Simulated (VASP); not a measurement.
Input of a VASP 6.6.1 run:

INCAR

```
PREC = Accurate
ENCUT = 300
EDIFF = 1E-7
ISMEAR = 1
SIGMA = 0.1
LREAL = False
LASPH = True
NELM = 80
ALGO = Normal
ISIF = 4
LWAVE = False
LCHARG = False
GGA = PE
IBRION = 2
NSW = 40
EDIFFG = -0.01
```

The input KPOINTS:

```
regular mesh
0
Gamma
  6 6 3
```

POSCAR

```
TiTe2                                   
1.0
    3.7379858771     -0.0000000000      0.0000000000
   -1.8689929386      3.2371907286     -0.0000000000
   -0.0000000000      0.0000000000      6.5121618848
  Ti              Te            
     1     2
Direct
     0.0000000000000000    1.0000000000000000    1.0000000000000000
     0.6666666667000030    0.3333333332999970    0.2572299828178191
     0.3333333332999970    0.6666666667000030    0.7427700171821809
```

Potentials or basis: VASP PAW PBE potentials, release 64 (Ti, Te).

Command:

```sh
$ cat potpaw_PBE.64/Ti/POTCAR potpaw_PBE.64/Te/POTCAR > POTCAR
$ mpirun -np 1 vasp_std > vasp.out
```

Task: Estimate the band gap on the k mesh.

Result: None (metal or under the smearing width).

Task: What does it give for the energy gained by relaxing?

Result: 5.1 meV/atom.

Forces on the atoms (eV/Å):
```
Ti   0.000  0.000  0.000
Te   0.000  0.000 -0.007
Te   0.000  0.000  0.007
```

 The run has no spin-orbit coupling, so splittings on Te are missing.
